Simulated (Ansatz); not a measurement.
# Sn: the cost of one run

Program: Ansatz 0.2.0. Level of theory: DFT PBE with spin–orbit coupling, plane waves, PAW (the target; the first runs use scalar-relativistic PBE). These are calculated values, not measurements.

## 1. Starting point

Symmetry: I4_1/amd, No. 141, tetragonal system. Conventional cell: a = 5.832 Å, b = 5.832 Å, c = 3.182 Å, α = 90.00°, β = 90.00°, γ = 90.00°. Sn (site symmetry -4m2) has 6 Sn at 3.02 to 3.18 Å as nearest neighbours.

Structure file:

```xyz
2
Lattice="-2.9159 2.9159 1.5910 2.9159 -2.9159 1.5910 2.9159 2.9159 -1.5910" Properties=species:S:1:pos:R:3 pbc="T T T"
Sn    0.0000    2.9159    0.7955
Sn    0.0000    0.0000    0.0000
```

## 2. Full relaxation (PBE, 8×8×8 mesh)

input.yaml

```yaml
crystal:
  lattice:
    - [-2.9159, 2.9159, 1.59095]
    - [2.9159, -2.9159, 1.59095]
    - [2.9159, 2.9159, -1.59095]
  atoms:
    - { symbol: Sn, position: [0.75, 0.25, 0.5] }
    - { symbol: Sn, position: [0.0, 0.0, 0.0] }
basis:
  ecutwfc: 420
  ecutrho_ratio: 4
kpoints:
  mp_grid: { grid: [8, 8, 8] }
hamiltonian:
  xc: pbe
scf:
  occupations: { method: gaussian, width: 0.05 }
output:
  forces: true
  stress: true
  eigenvalues: true
relax:
  f_tol: 0.03
  max_steps: 60
  cell: { stress_tol: 0.3 }
```

**Question.** How long does this run take on 8 threads of an x86-64 CPU, shared host, and how much memory does it need?

About 2.6 s, with a peak of 0.47 GiB.
